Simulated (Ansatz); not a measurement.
The elements of this relaxed trial crystal are hidden behind letters.

```
lattice vectors (Å)
   2.8059    0.0000    0.0000
  -1.4029    2.4300    0.0000
   0.0000    0.0000    5.0890
fractional positions
X 0.0000 0.0000 0.0000
Z 0.0000 0.0000 0.5000
```

Computed with Ansatz 0.2.0, DFT PBE, scalar-relativistic, plane waves, PAW. Plane waves to 420 eV, a 24×24×12 mesh through Γ for the 2-atom cell and 0.10 eV Gaussian smearing; no spin polarisation.

- Space group: P6/mmm (No. 191)
- Conventional cell: a = 2.806 Å, c = 5.089 Å
- Volume per atom: 17.35 Å³
- Density: 12.81 g/cm³
- Formation energy: −0.02 eV/atom
- Gap on the 24×24×12 mesh of the 2-atom cell: 0 eV (a metal)

Energies are uncorrected and count from the elements' standard states at the same level.

Q: X is a p-block element of period 4 and Z is a d-block element of period 6. Which elements are they?

A: X = Ge, Z = Pt, so the formula is GePt. Density times volume gives a mean mass of 12.81 × 17.35/1.6605 = 133.8 u per atom, and this set has 133.9 u. Ge is surrounded by 2 Pt at 2.54 Å and 6 Ge at 2.81 Å; around Pt lie 2 Ge at 2.54 Å and 6 Pt at 2.81 Å. Other sets within the hints have nearly the same mass, so mass alone doesn't settle it; this one was computed.

Spin–orbit coupling, which can matter for Pt, is left out. Symmetry constrained the relaxation, so the result can be a saddle point. Another cell of GePt relaxed alike, in Pnma (a cell as deposited in COD), lies 0.45 eV/atom lower, so this cell isn't the stable form at this level.
